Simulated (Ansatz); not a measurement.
# NiO2 (P-3m1) in Ansatz: notebook

Runs on NiO2. Level: r2SCAN. Tasks: single point, equation of state.

All numbers are computed with Ansatz 0.2.0; they aren't measurements. Logs are shortened: lines on timing, memory, paths and dates and some standing lists are left out, and cuts for length are marked.

**1. The crystal as given**

Symmetry: P-3m1, No. 164, trigonal system. The conventional cell has a = 2.799 Å, b = 2.799 Å, c = 4.618 Å, α = 90.00°, β = 90.00°, γ = 120.00°. Around Ni (site symmetry -3m) lie 6 O at 1.88 Å. Around O (site symmetry 3m) lie 3 Ni at 1.88 Å.

The cell comes from a database or a generator and needn't be the stable form of this composition.

**2. Single point, r2SCAN, collinear spin, ferromagnetic start, 9.82 Å³/atom (volume scaled by 0.94)**

input.yaml reads:

```yaml
crystal:
  lattice:
    - [2.7416478363, 0.0, 0.0]
    - [-1.3708239181, 2.3743366745, 0.0]
    - [0.0, 0.0, 4.5239960771]
  atoms:
    - { symbol: Ni, position: [0.0, 0.0, 0.5], spin: 1.0 }
    - { symbol: O, position: [0.3333333333, 0.6666666667, 0.293961] }
    - { symbol: O, position: [0.6666666667, 0.3333333333, 0.706039] }
hamiltonian:
  xc: r2scan
  pseudopotentials: { kind: paw }
magnetization:
  spin_polarized: true
kpoints:
  mp_grid: { grid: [11, 11, 6] }
scf:
  occupations: { method: fermi_dirac, width: 0.05 }
output:
  forces: true
  stress: true
  eigenvalues: true
  write_density: true
  write_potential: true
  elf: true
  volumetric_format: npy
```

Potentials or basis: Ansatz PAW.

On the command line:

```bash
> ansatz run input.yaml --threads 2 --pin off --max-ram 5632MiB --backend cpu --events-out ev --progress --plain --runs-dir out
```

The program printed:

```text
Warning: RAYON_NUM_THREADS=2 ignored (pool sized by the plan → 2); use --threads N
Engine: ansatz 0.2.0, x86_64-unknown-linux-gnu
Pseudopotentials: kind: paw
Pseudopotential: Ni, paw, valence charge 18, recommended cutoff 500 eV (meta_gga), Ni.paw.azcp
Pseudopotential: O, paw, valence charge 6, recommended cutoff 500 eV (meta_gga), O.paw.azcp
Functional definition: r2SCAN
  parameter k0 = 0.174
  parameter k1 = 0.065
  parameter a1 = 4.9479
  exchange = r2scan_x(k0 = k0, k1 = k1, a1 = a1)
  correlation = r2scan_c
Crystal: 3 atoms, lattice volume = 29.449 Å³
Basis set: ecut = 500 eV, 725 PW (Γ), exchange–correlation on 80×80×144 points (64 copies of the dense FFT grid, shifted against one another)
Bands: 20, of which v1, the nominal top of the filled ones, is band 15 counted from 1 (14 counted from 0)
Symmetry: 12 space group operations
Space group: P-3m1 (ITA 164), of the structure as read, at distance tolerance 3.1e-5 Å
Magnetic group: BNS 164.85 (UNI 1315), of the structure as read, at distance tolerance 3.1e-5 Å
k-points: 84 of 726
Non-local potential: Ni, projectors of the file, l = 0: 3, l = 1: 2, l = 2: 3, l = 3: 1
Non-local potential: O, projectors of the file, l = 0: 2, l = 1: 2, l = 2: 1
PAW form: soft (Blöchl's): semilocal exchange-correlation on the pseudo side does not see the compensation charge
PAW frozen core: Ni, regenerated for the run's functional (the file was generated under x = pbe(κ = 0.804, μ = 0.2195149727645171), c = pbe(β = 0.06672455060314922))
PAW frozen core: O, regenerated for the run's functional (the file was generated under x = pbe(κ = 0.804, μ = 0.2195149727645171), c = pbe(β = 0.06672455060314922))
PAW one-centre angular grid: Ni, 590 points (default); XC on 160 Gauss nodes
PAW one-centre angular grid: O, 302 points (default); XC on 160 Gauss nodes
Initial density: superposition of atomic densities (chi_scale 0.1, normalization cell, long waves kept (reshape's long-wave potential 0.17 eV rms))
Starting moments: Σ|m| = 1 μB on 1 of 3 sites
Initial wavefunctions: pseudopotential atomic-orbital guess
Functional: x = r2scan, c = r2scan; τ floored in thin density (d = 2e-4 eV/Å³)
SCF iter   1: F=—  HF=-6977.568442 eV  |F-HF|=—  |Δ(HF+E_count)|=         —  Δρ=1.32e-1 (↑5.60e-2 ↓1.32e-1)  dr2=6.50e0  dr2_τ=3.29e-2  dr2_m=7.69e-1  M=0.031 μB ∫|m|=0.665 μB  β_m=0.31  ethr=3.10e-3  ⟨swp⟩=5.7  Hψ=15090  notcnv=0
Mixer restart at iter 1: flushing history
preconditioner: auto → none  [metal: Δε(μ)=0.037 eV  Ē_g=15.787 eV  σ=0.050 eV  W_gap=0.18  n_scr=8 (ndim 8)  ℏωp=32.1 eV  f_vac=0.126  D(μ)=0.37/eV (n_scr^D=2)  sad-step TF]
SCF iter   2: F=—  HF=-6978.983469 eV  |F-HF|=—  |Δ(HF+E_count)|=    1.42e0  Δρ=7.08e-2 (↑4.56e-2 ↓7.08e-2)  dr2=1.16e0  dr2_τ=1.79e-2  dr2_m=5.03e-1  M=0.005 μB ∫|m|=0.583 μB  β_m=0.30  ethr=3.10e-3  ⟨swp⟩=3.4  Hψ=7834  notcnv=0  defer=80  κ⁻¹=1.0e0(r=1)
[... 13 lines left out ...]
SCF iter  15: F=—  HF=-6979.883609 eV  |F-HF|=—  |Δ(HF+E_count)|=   3.37e-8  Δρ=4.45e-6 (↑3.90e-6 ↓4.45e-6)  dr2=9.45e-9  dr2_τ=3.82e-11  dr2_m=3.86e-10  M=-0.000 μB ∫|m|=0.000 μB  β_m=0.30  ethr=6.73e-11  ⟨swp⟩=2.0  Hψ=5878  notcnv=0  defer=77  κ⁻¹=6.7e-8(r=8)
SCF iter  16: F=—  HF=-6979.883609 eV  |F-HF|=—  |Δ(HF+E_count)|=   5.76e-9  Δρ=2.01e-6 (↑1.67e-6 ↓2.01e-6)  dr2=1.52e-9  dr2_τ=1.31e-11  dr2_m=1.41e-10  M=-0.000 μB ∫|m|=0.000 μB  β_m=0.30  ethr=3.15e-11  ⟨swp⟩=1.9  Hψ=5524  notcnv=0  defer=77  κ⁻¹=2.9e-7(r=8)
SCF iter  17: F=-6979.883609 eV  HF=-6979.883609 eV  |F-HF|=3.73e-9  |Δ(HF+E_count)|=  7.40e-10  Δρ=2.61e-6 (↑2.60e-6 ↓2.61e-6)  dr2=6.07e-9  dr2_τ=2.73e-11  dr2_m=5.86e-12  M=0.000 μB ∫|m|=0.000 μB  ethr=5.06e-12  ⟨swp⟩=8.0  Hψ=21918  notcnv=0
SCF 1 converged in 17 iterations: F = -6979.883609 eV  dr2 = 6.07e-9
WARN: the starting moments were not kept: the SCF closed with an absolute magnetisation of 2.8e-6 μB, where they sum to 1 μB in size (1 site). That is at most 0.1 of that sum. Measured as dr2_m measures the in/out step, that magnetisation stands 7.2e-12 eV from none, at or under the dr2_threshold of 1.0e-7 eV: it is no larger than a step whose dr2_m would equal this threshold. The system may hold no moment; this SCF shows only that its start led to no more than that. To try another start: raise the starting moments (crystal.atoms[].spin, magnetization.per_species, magnetization.initial_magnetization, or on a non-collinear deck that types none of these the spinor_matrix: blocks that start its atoms; where the total moment is fixed, keep their sum and leave initial_magnetization as it is; typed ones take the place of any that the run laid by itself, positive ones on a crystal's lanthanoids without a Hubbard term where scf.initial_density.shell_occupations: [] is typed) or, if the notice of its spin-set hold's release reads "site moments contracting" or "site moments show no strong build", lengthen the hold (scf.mixing.spin_hold: { on: { confirm: 4 } }; for m-r²SCAN on two components see the key's manual first). Each may lead to a state that holds a moment. A second SCF, from the converged charge density, with the starting moments and any scf.initial_density.shell_occupations laid on it anew, would have followed, and was not run: the deck does not ask for one (magnetization.retry_lost_moments is false, the default). To let it run, set magnetization.retry_lost_moments: true and run the deck again, where that key's refused combinations let it; where memory then withholds it, that run's warning says so.
this state was not tested for a lower state beside it, because the mixer in use, unlike msr1, does not test its closes by its own steps (another_mixer; see scf.mixing.algorithm and scf.lower_state_search)
SCF converged after 17 iterations
Magnetization: 0.0000 μB (15.0000 up, 15.0000 down)
Absolute magnetization: 0.0000 μB (∫|ρ↑−ρ↓|, with the PAW one-centre terms)
Spin contamination: 0.0000 ħ² per cell (⟨S²⟩ above its minimum at these occupations)
Per-site moments (μB) at R_I (Å): [(9.993448588997495e-7, 0.7577425468776847), (-4.424452746248766e-7, 0.7577425468776848), (-4.4244527459642295e-7, 0.7577425468776847)]
Free energy (F): -6979.883609 eV
Harris-Foulkes:  -6979.883609 eV  (|F-HF|=3.73e-9)
Internal energy: -6979.883609 eV  (E = F + TS)
E sigma→0 (E₀):  -6979.883609 eV
Entropy (-TS):   -0.000000 eV (-0.000 meV/atom)
Fermi energy:    8.431825 eV
--- Per-component energies (eV) ---
  E_band       = -521.644564
  E_kinetic    = 627.844301
  E_local      = -5972.879712  (includes V_loc(G=0)·N_el)
  E_nonlocal   = 723.607269
  E_hartree    = 2506.959867
  E_xc         = -225.403768
  E_vxc        = -327.843598  (∫ρ·V_xc dr)
  E_paw        = -1950.417375  (= ΣΔE_a)
  E_vpaw       = -608.352663  (= ΣTr[D̂ρ^β])
  E_aug_tail   = 0.002029  (compensation charges beyond the density's cutoff)
  E_vtau       = 22.063970  (kinetic-family band-sum trace: ∫τ·v_τ [+ j·A + Jᵃ·Aᵃ] dr)
  E_ewald      = -2689.232269
  E_core_change = -0.363950  (= ΣΔE_core)
  E_smearing   = -0.000000  (= −TS)
  E_closure    = 0.000000  (closes the sum)
  Σ components = -6979.883609   (vs F -6979.883609, Δ=0.00e0)
--- Forces (eV/Å), atoms counted from 1 ---
  atom   1  Ni     0.00000000    -0.00000000     0.00000000
  atom   2  O     -0.00000000    -0.00000000    -0.46636500
  atom   3  O      0.00000000     0.00000000     0.46636500
  max |Σ_I F_I| component: 1.11e-16 eV/Å
--- Stress (GPa, compression-positive) ---
        9.307498      -0.000000       0.000000
       -0.000000       9.307498      -0.000000
        0.000000      -0.000000       5.288987
  P = ⅓ Tr σ = 7.9680 GPa (79.680 kbar)
--- Band table (eV; the first three rows and the last of 168) ---
  k-point 0 ↑: bands = ["-100.3029", "-59.2531", "-59.2531", "-59.0073", "-13.2596", "-10.5773", "1.3918", "1.8840", "1.8840", "5.2033", "5.2033", "6.7306", "6.7306", "7.0503", "7.1247", "10.5168", "10.5168", "16.7579", "20.1668", "24.4375"]
  k-point 1 ↑: bands = ["-100.3029", "-59.2531", "-59.2531", "-59.0073", "-13.2300", "-10.6314", "1.5547", "1.8867", "1.8867", "5.2025", "5.2025", "6.5536", "6.7198", "6.7198", "7.3863", "10.5288", "10.5288", "17.1139", "20.1240", "24.0999"]
  k-point 2 ↑: bands = ["-100.3029", "-59.2531", "-59.2531", "-59.0073", "-13.1674", "-10.7423", "1.8921", "1.8921", "1.9253", "5.2007", "5.2007", "5.9243", "6.6982", "6.6982", "7.5112", "10.5527", "10.5527", "18.0174", "19.8538", "23.4340"]
  k-point 83 ↓: bands = ["-100.2959", "-59.3049", "-59.2921", "-58.9962", "-11.0321", "-10.9865", "1.4361", "1.6896", "2.7252", "4.0267", "4.1814", "4.8049", "5.5241", "6.5341", "6.7324", "9.8877", "9.9167", "22.3569", "24.2003", "24.9754"]
```

Wall time 20 s (2 threads of Intel Xeon at 2.70GHz, shared host); peak memory 0.5 GiB.

Results:

```yaml
Free_energy: -6979.8836 eV
Pressure: 8.0 GPa
Largest_force: 0.466 eV/Å
Band_gap_on_the_k_mesh: 1.47 eV, indirect (least direct gap 1.75 eV)
Net_moment: 0.00 μB per cell
Absolute_moment: 0.00 μB per cell
```

Caveat: the magnetic or orbital state may not be the lowest; odd divisions of the mesh miss points on the zone boundary, where band edges often lie, so the gap on the mesh can be too wide; the PAW data sets come from PBE, with cores solved anew for the run's functional, which leaves a small shift of forces and pressure; the starting moments weren't kept.

**3. Single point, r2SCAN, collinear spin, ferromagnetic start, 10.03 Å³/atom (volume scaled by 0.96)**

Changes to input.yaml since step 2:

```diff
@@ -2,5 +2,5 @@
   lattice:
-    - [2.7416478363, 0.0, 0.0]
-    - [-1.3708239181, 2.3743366745, 0.0]
-    - [0.0, 0.0, 4.5239960771]
+    - [2.7609558516, 0.0, 0.0]
+    - [-1.3804779258, 2.3910579062, 0.0]
+    - [0.0, 0.0, 4.5558562541]
   atoms:
```

Potentials or basis: Ansatz PAW.

On the command line:

```bash
> ansatz run input.yaml --threads 2 --pin off --max-ram 5632MiB --backend cpu --events-out ev --progress --plain --runs-dir out
```

Run time: 21 s. Hardware: 2 threads of Intel Xeon at 2.70GHz, shared host; peak memory 0.52 GiB.

It converged, with:

- Free energy: -6979.9049 eV
- Pressure: 3.0 GPa
- Largest force: 0.143 eV/Å
- Band gap on the k mesh: 1.44 eV, indirect (least direct gap 1.70 eV)
- Net moment: 0.00 μB per cell
- Absolute moment: 0.00 μB per cell

Caveat: the magnetic or orbital state may not be the lowest; odd divisions of the mesh miss points on the zone boundary, where band edges often lie, so the gap on the mesh can be too wide; the PAW data sets come from PBE, with cores solved anew for the run's functional, which leaves a small shift of forces and pressure; the starting moments weren't kept.

**4. Single point, r2SCAN, collinear spin, ferromagnetic start, 10.23 Å³/atom (volume scaled by 0.98)**

Changes to input.yaml since step 3:

```diff
@@ -2,5 +2,5 @@
   lattice:
-    - [2.7609558516, 0.0, 0.0]
-    - [-1.3804779258, 2.3910579062, 0.0]
-    - [0.0, 0.0, 4.5558562541]
+    - [2.7799975281, 0.0, 0.0]
+    - [-1.3899987641, 2.4075484819, 0.0]
+    - [0.0, 0.0, 4.5872769453]
   atoms:
```

On the command line:

```bash
> ansatz run input.yaml --threads 2 --pin off --max-ram 5632MiB --backend cpu --events-out ev --progress --plain --runs-dir out
```

Run time: 19 s. Hardware: 2 threads of Intel Xeon at 2.70GHz, shared host; peak memory 0.53 GiB.

It converged, with:

```
Free energy            : -6979.9077 eV
Pressure               : -1.5 GPa
Largest force          : 0.155 eV/Å
Band gap on the k mesh : 1.41 eV, indirect (least direct gap 1.66 eV)
Net moment             : 0.00 μB per cell
Absolute moment        : 0.00 μB per cell
```

Caveat: the magnetic or orbital state may not be the lowest; odd divisions of the mesh miss points on the zone boundary, where band edges often lie, so the gap on the mesh can be too wide; the PAW data sets come from PBE, with cores solved anew for the run's functional, which leaves a small shift of forces and pressure; the starting moments weren't kept.

**5. Single point, r2SCAN, collinear spin, ferromagnetic start, 10.44 Å³/atom**

Changes to input.yaml since step 4:

```diff
@@ -2,5 +2,5 @@
   lattice:
-    - [2.7799975281, 0.0, 0.0]
-    - [-1.3899987641, 2.4075484819, 0.0]
-    - [0.0, 0.0, 4.5872769453]
+    - [2.798781865, 0.0, 0.0]
+    - [-1.3993909325, 2.4238161948, 0.0]
+    - [0.0, 0.0, 4.618273]
   atoms:
```

On the command line:

```bash
> ansatz run input.yaml --threads 2 --pin off --max-ram 5632MiB --backend cpu --events-out ev --progress --plain --runs-dir out
```

Wall time 18 s (2 threads of Intel Xeon at 2.70GHz, shared host); peak memory 0.54 GiB.

The run converged. Its results:

```
Free energy            : -6979.8941 eV
Pressure               : -5.4 GPa
Largest force          : 0.428 eV/Å
Band gap on the k mesh : 1.39 eV, indirect (least direct gap 1.62 eV)
Net moment             : 0.00 μB per cell
Absolute moment        : 0.00 μB per cell
```

Caveat: the magnetic or orbital state may not be the lowest; odd divisions of the mesh miss points on the zone boundary, where band edges often lie, so the gap on the mesh can be too wide; the PAW data sets come from PBE, with cores solved anew for the run's functional, which leaves a small shift of forces and pressure; the starting moments weren't kept.

**6. Single point, r2SCAN, collinear spin, ferromagnetic start, 10.65 Å³/atom (volume scaled by 1.02)**

Changes to input.yaml since step 5:

```diff
@@ -2,5 +2,5 @@
   lattice:
-    - [2.798781865, 0.0, 0.0]
-    - [-1.3993909325, 2.4238161948, 0.0]
-    - [0.0, 0.0, 4.618273]
+    - [2.8173173844, 0.0, 0.0]
+    - [-1.4086586922, 2.4398684255, 0.0]
+    - [0.0, 0.0, 4.6488584807]
   atoms:
@@ -22,5 +22 @@
   eigenvalues: true
-  write_density: true
-  write_potential: true
-  elf: true
-  volumetric_format: npy
```

Potentials or basis: Ansatz PAW.

On the command line:

```bash
> ansatz run input.yaml --threads 2 --pin off --max-ram 5632MiB --backend cpu --events-out ev --progress --plain --runs-dir out
```

It took 18 s on 2 threads of Intel Xeon at 2.70GHz, shared host; peak memory 0.53 GiB.

The run converged. Its results:

| Item | Value |
| --- | --- |
| Free energy | -6979.8658 eV |
| Pressure | -9.0 GPa |
| Largest force | 0.680 eV/Å |
| Band gap on the k mesh | 1.36 eV, indirect (least direct gap 1.58 eV) |
| Net moment | 0.00 μB per cell |
| Absolute moment | 0.00 μB per cell |

Caveat: the magnetic or orbital state may not be the lowest; odd divisions of the mesh miss points on the zone boundary, where band edges often lie, so the gap on the mesh can be too wide; the PAW data sets come from PBE, with cores solved anew for the run's functional, which leaves a small shift of forces and pressure; the starting moments weren't kept.

**7. Single point, r2SCAN, collinear spin, ferromagnetic start, 10.86 Å³/atom (volume scaled by 1.04)**

Changes to input.yaml since step 6:

```diff
@@ -2,5 +2,5 @@
   lattice:
-    - [2.8173173844, 0.0, 0.0]
-    - [-1.4086586922, 2.4398684255, 0.0]
-    - [0.0, 0.0, 4.6488584807]
+    - [2.8356121658, 0.0, 0.0]
+    - [-1.4178060829, 2.4557121709, 0.0]
+    - [0.0, 0.0, 4.6790467194]
   atoms:
```

On the command line:

```bash
> ansatz run input.yaml --threads 2 --pin off --max-ram 5632MiB --backend cpu --events-out ev --progress --plain --runs-dir out
```

Run time: 20 s. Hardware: 2 threads of Intel Xeon at 2.70GHz, shared host; peak memory 0.53 GiB.

The run converged. Its results:

| Quantity | Value |
| --- | --- |
| Free energy | -6979.8244 eV |
| Pressure | -12.1 GPa |
| Largest force | 0.912 eV/Å |
| Band gap on the k mesh | 1.34 eV, indirect (least direct gap 1.54 eV) |
| Net moment | 0.00 μB per cell |
| Absolute moment | 0.00 μB per cell |

Caveat: the magnetic or orbital state may not be the lowest; odd divisions of the mesh miss points on the zone boundary, where band edges often lie, so the gap on the mesh can be too wide; the PAW data sets come from PBE, with cores solved anew for the run's functional, which leaves a small shift of forces and pressure; the starting moments weren't kept.

**8. Single point, r2SCAN, collinear spin, ferromagnetic start, 11.07 Å³/atom (volume scaled by 1.06)**

Changes to input.yaml since step 7:

```diff
@@ -2,5 +2,5 @@
   lattice:
-    - [2.8356121658, 0.0, 0.0]
-    - [-1.4178060829, 2.4557121709, 0.0]
-    - [0.0, 0.0, 4.6790467194]
+    - [2.8536738767, 0.0, 0.0]
+    - [-1.4268369384, 2.4713540714, 0.0]
+    - [0.0, 0.0, 4.7088503682]
   atoms:
```

On the command line:

```bash
> ansatz run input.yaml --threads 2 --pin off --max-ram 5632MiB --backend cpu --events-out ev --progress --plain --runs-dir out
```

It took 22 s on 2 threads of Intel Xeon at 2.70GHz, shared host; peak memory 0.54 GiB.

Results (log left out):

```
Free energy            : -6979.7713 eV
Pressure               : -14.9 GPa
Largest force          : 1.125 eV/Å
Band gap on the k mesh : 1.31 eV, indirect (least direct gap 1.50 eV)
Net moment             : 0.00 μB per cell
Absolute moment        : 0.00 μB per cell
```

Caveat: the magnetic or orbital state may not be the lowest; odd divisions of the mesh miss points on the zone boundary, where band edges often lie, so the gap on the mesh can be too wide; the PAW data sets come from PBE, with cores solved anew for the run's functional, which leaves a small shift of forces and pressure; forces of over 1 eV/Å show positions far from the minimum, so gaps and moduli don't describe the material at rest; the starting moments weren't kept.

**9. Equation of state, r2SCAN, collinear spin, ferromagnetic start**

Potentials or basis: Ansatz PAW.

This step only gathers the single runs of the series.

Results:

| Item | Value |
| --- | --- |
| Equilibrium volume | 10.16 Å³/atom |
| Bulk modulus at fixed shape and positions | 212 GPa |
| Pressure derivative of the bulk modulus | 4.6 |

Energy against volume, from the lowest point:
```tsv
volume (Å³/atom)	energy (meV/atom)
9.816	8.02
10.025	0.93
10.234	0.00
10.443	4.53
10.652	13.97
10.861	27.77
11.070	45.45
```

Caveat: the magnetic or orbital state may not be the lowest; the cell was scaled at fixed shape and fractional positions, which overstates the stiffness of a crystal with free parameters, most of all of layers and chains; the PAW data sets were made with another functional, which shifts forces and pressure a little.
